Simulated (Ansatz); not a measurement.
**Formation energy of KCl**

The computed numbers are results of PBE, scalar-relativistic (no spin polarisation) in the plane-wave PAW code Ansatz at 420 eV, Γ-centred 10×10×10 mesh, 0.05 eV Gaussian smearing. The datasets are Ansatz's generated set soft_2.

The chain of runs began from a measured cell (COD), expanded in volume.

It takes space group Fm-3m (No. 225, cubic). Conventional cell: a = 6.381 Å, b = 6.381 Å, c = 6.381 Å, α = 90.00°, β = 90.00°, γ = 90.00°. K (site symmetry m-3m) has 6 Cl at 3.19 Å as nearest neighbours. Around Cl (site symmetry m-3m) lie 6 K at 3.19 Å. (Shells end 15 % past the nearest neighbour.)

The elements were computed in their standard states (gases as isolated molecules) with the same datasets, cutoff and functional. Absolute energies hang on the potentials; compare differences alone.

Energy of the relaxed cell (2 atoms, smearing extrapolated to zero): -2621.226 eV. Elements, in eV/atom: K -1537.782, Cl -1079.444.

What is the formation energy?

[-2621.226 − (1 × -1537.782 + 1 × -1079.444)] / 2 = -2.00 eV/atom, or -193 kJ per mole of atoms.

The value is for 0 K, without zero-point energy and without any correction for the binding of gas molecules. Uncorrected semilocal values for oxides, chalcogenides and halides often miss by tenths of an eV an atom. A negative value shows stability against the elements alone, not against other compounds or structures.

Bader charges against formal ones: K +0.84 (+1), Cl −0.84 (−1). The cations give up 84 % of the formal charge; Bader charges stay under formal ones because the anions' density reaches into the cations' basins, though a share this high marks a strongly ionic bond.

Formal charges K⁺, Cl⁻ balance and leave closed shells on every ion, so a band insulator is expected, and the gap is 5.05 eV.

Kohn–Sham gaps of semilocal functionals lie under measured ones, often by a third or more. The relaxed cell is 5 % larger in volume than the cell of this structure in the Crystallography Open Database (30.94 Å³/atom, 1969).
